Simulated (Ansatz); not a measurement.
Nudged elastic band run: Si

input.yaml

```yaml
crystal:
  lattice:
    - [0.0, 5.43, 5.43]
    - [5.43, 0.0, 5.43]
    - [5.43, 5.43, 0.0]
  atoms:
    - { symbol: Si, position: [-0.0031025, -0.0026837, 0.00232526] }
    - { symbol: Si, position: [0.12312936, 0.12366874, 0.12982289] }
    - { symbol: Si, position: [-0.00027813, 0.00112008, 0.49852251] }
    - { symbol: Si, position: [0.12247338, 0.1233671, 0.62218096] }
    - { symbol: Si, position: [-0.00312808, 0.50382084, 0.00224095] }
    - { symbol: Si, position: [0.12614889, 0.62506182, 0.12403699] }
    - { symbol: Si, position: [-0.00355601, 0.50381088, 0.49637002] }
    - { symbol: Si, position: [0.1224502, 0.63248435, 0.62206962] }
    - { symbol: Si, position: [0.50313021, -0.00274644, 0.00258172] }
    - { symbol: Si, position: [0.6245676, 0.12625922, 0.12434826] }
    - { symbol: Si, position: [0.5027004, -0.00273746, 0.49675152] }
    - { symbol: Si, position: [0.63104755, 0.12339934, 0.62251182] }
    - { symbol: Si, position: [0.4999378, 0.50007672, 1.338e-05] }
    - { symbol: Si, position: [0.62451249, 0.62507375, 0.12424704] }
    - { symbol: Si, position: [0.50270725, 0.50373125, 0.49664291] }
    - { symbol: Si, position: [0.62415602, 0.62498134, 0.62624877] }
    - { symbol: Si, position: [0.24968126, 0.25122776, 0.74844368] }
basis:
  ecutwfc: 420.0
kpoints:
  mp_grid: { grid: [2, 2, 2] }
hamiltonian:
  xc: pbesol
scf:
  occupations: { method: fermi_dirac, width: 0.02 }
  lower_state_search: "off"
neb:
  images: 3
  f_tol: 0.05
  initial_path: idpp
  max_iterations: 35
  final_atoms:
    - { symbol: Si, position: [0.00032968, 0.00041149, 0.00038575] }
    - { symbol: Si, position: [0.12504641, 0.1248967, 0.12493811] }
    - { symbol: Si, position: [0.00042449, 0.00061319, 0.49861874] }
    - { symbol: Si, position: [0.12177784, 0.12223641, 0.62796513] }
    - { symbol: Si, position: [0.0004597, 0.49856219, 0.00061128] }
    - { symbol: Si, position: [0.12182857, 0.62796601, 0.12216656] }
    - { symbol: Si, position: [-0.00669007, 0.50233997, 0.50230529] }
    - { symbol: Si, position: [0.12194362, 0.62816757, 0.62818553] }
    - { symbol: Si, position: [0.49876963, 0.00048047, 0.00044316] }
    - { symbol: Si, position: [0.62798795, 0.1220632, 0.12194288] }
    - { symbol: Si, position: [0.50189043, -0.00565581, 0.5019479] }
    - { symbol: Si, position: [0.62805209, 0.12231701, 0.62801401] }
    - { symbol: Si, position: [0.50197561, 0.50206754, -0.00593187] }
    - { symbol: Si, position: [0.62808562, 0.62802984, 0.1222318] }
    - { symbol: Si, position: [0.50227544, 0.50249974, 0.50245025] }
    - { symbol: Si, position: [0.62469279, 0.62570245, 0.62543281] }
    - { symbol: Si, position: [0.37471491, 0.37568042, 0.37542999] }
  order_check: true
```

Run as:

```bash
$ ansatz run input.yaml --threads 1 --pin off --max-ram 3072MiB --backend cpu --events-out ev --progress --plain --runs-dir out
```

Output, in part (warnings, iteration lines):

```
NEB end point (image 0): max|allowed force component| = 2.681e-2 eV/Å (the criterion of neb.relax_end_points is 1.000e-2)
NEB end point (image 4): max|allowed force component| = 1.891e-2 eV/Å (the criterion of neb.relax_end_points is 1.000e-2)
NEB iter   1: max|band force component| = 2.466e0 eV/Å  barrier→ = 0.9756 eV  barrier← = 0.9758 eV  Δτ_max = 0.1289 Å  (35 SCF iters)
NEB iter   2: max|band force component| = 1.038e0 eV/Å  barrier→ = 0.4878 eV  barrier← = 0.4880 eV  Δτ_max = 0.1804 Å  (19 SCF iters)
NEB iter   3: max|band force component| = 2.392e-1 eV/Å  barrier→ = 0.3385 eV  barrier← = 0.3387 eV  CI = image 2  Δτ_max = 0.0771 Å  (20 SCF iters)
NEB iter   4: max|band force component| = 1.288e-1 eV/Å  barrier→ = 0.3093 eV  barrier← = 0.3095 eV  CI = image 2  Δτ_max = 0.1962 Å  (18 SCF iters)
NEB iter   5: max|band force component| = 1.453e-1 eV/Å  barrier→ = 0.3182 eV  barrier← = 0.3183 eV  CI = image 2  Δτ_max = 0.1000 Å  (19 SCF iters)
NEB iter   6: max|band force component| = 8.584e-2 eV/Å  barrier→ = 0.3077 eV  barrier← = 0.3079 eV  CI = image 2  Δτ_max = 0.1960 Å  (18 SCF iters)
NEB iter   7: max|band force component| = 7.188e-2 eV/Å  barrier→ = 0.3005 eV  barrier← = 0.3006 eV  CI = image 2  Δτ_max = 0.1066 Å  (19 SCF iters)
[... lines left out ...]
```

The run converged. By the program's own check the climbing image is of a kind that is not told: the force calls were inconclusive, a negative curvature could not be distinguished from the path's own, the only one lies far off the path, or fixed occupations may fill a level only in part (lowest curvatures found: -0.28 and 0.47 eV/Å²). Limits of this set-up: coarse k mesh.

Final band (atoms are numbered from 1 in the order of the input):

| image | path coordinate (Å) | energy (eV) | Si2–Si17 (Å) | Si13–Si17 (Å) |
| --- | --- | --- | --- | --- |
| 0 | 0.00 | 0.00 | 2.39 | 4.69 |
| 1 | 0.76 | 0.19 | 2.53 | 4.00 |
| 2 | 1.52 | 0.30 | 3.14 | 3.11 |
| 3 | 2.28 | 0.19 | 4.02 | 2.51 |
| 4 | 3.04 | 0.00 | 4.70 | 2.39 |

The run took 13 min on 1 CPU thread of a shared host.
